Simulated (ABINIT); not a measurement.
The system is FeO.

```
CELL_PARAMETERS angstrom
-1.60210 1.60210 2.08339
1.60210 -1.60210 2.08339
1.60210 1.60210 -2.08339
ATOMIC_POSITIONS crystal
Fe 0.00000 0.00000 0.00000
O 0.50000 0.50000 0.00000
```

The cell comes from a database or a generator and needn't be the stable form of this composition.

Base run:

| Property | Result |
| --- | --- |
| Program | ABINIT 10.8.3 (patched build) |
| Functional | WC |
| Potentials or basis | JTH PAW PBE v2.0 |
| Cutoff | 844 eV |
| k mesh | 10 × 10 × 10 |
| Occupations | fermi-dirac, width 0.05 eV |
| Spin | collinear spin, ferromagnetic start |
| Starting moments | [3.0, 0.0] μB |

Its results: band gap on the k mesh none (metal or under the smearing width); pressure -16.4 GPa; net moment 4.00 μB per cell; site moments Fe +3.58; O +0.28 μB.

Q: The run is repeated on the same cell with these changes: functional from WC to revPBE. What comes out?

A: Band gap on the k mesh none (metal or under the smearing width); pressure -5.9 GPa; net moment 4.00 μB per cell; site moments Fe +3.60; O +0.28 μB.

revPBE binds less tightly than WC, so the same cell stands under more pressure.

Caveats: the PAW data sets were made with another functional, which shifts forces and pressure a little; a cell with one magnetic atom can't hold antiferromagnetic order, which such compounds often take; semilocal functionals often make such compounds metallic where correlation or magnetic order opens a gap, which also shifts bond lengths.
